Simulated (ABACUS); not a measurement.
Crystal: Mg3Sb2.

```
Sb Mg
1.0
     4.58200    0.00000    0.00000
    -2.29100    3.96813    0.00000
     0.00000    0.00000    7.24400
Sb Mg
2 3
Direct
  0.66667 0.33333 0.76500
  0.33333 0.66667 0.23500
  0.00000 0.00000 0.00000
  0.66667 0.33333 0.37000
  0.33333 0.66667 0.63000
```

Base run:

| Property | Result |
| --- | --- |
| Program | ABACUS 3.10.1 |
| Functional | PBEsol |
| Potentials or basis | PseudoDojo NC SR 0.4.1 PBEsol standard |
| Cutoff | 1143 eV |
| Density cutoff | 4572 eV |
| Basis | plane waves |
| k mesh | 7 × 7 × 4 |
| Occupations | fermi-dirac, width 0.05 eV |
| Spin | no spin polarisation |

Its results: band gap on the k mesh 0.35 eV, indirect (least direct gap 1.09 eV); pressure -0.5 GPa; largest force 0.451 eV/Å.

Task: The run is repeated on the same cell with these changes: potentials or basis from PseudoDojo NC SR 0.4.1 PBEsol standard to PseudoDojo NC SR 0.4 PBEsol stringent; cutoff from 1143 eV to 1361 eV; density cutoff from 4572 eV to 5442 eV; k mesh from 7 × 7 × 4 to 6 × 6 × 3; valence electrons from 60 to 76. What comes out?

Result: Band gap on the k mesh 0.26 eV, indirect (least direct gap 1.10 eV); pressure -0.5 GPa; largest force 0.420 eV/Å.

Caveats: spin-orbit coupling is left out, which moves the levels of the heavy elements; an odd mesh through Γ misses points on the zone boundary, where band edges often lie.
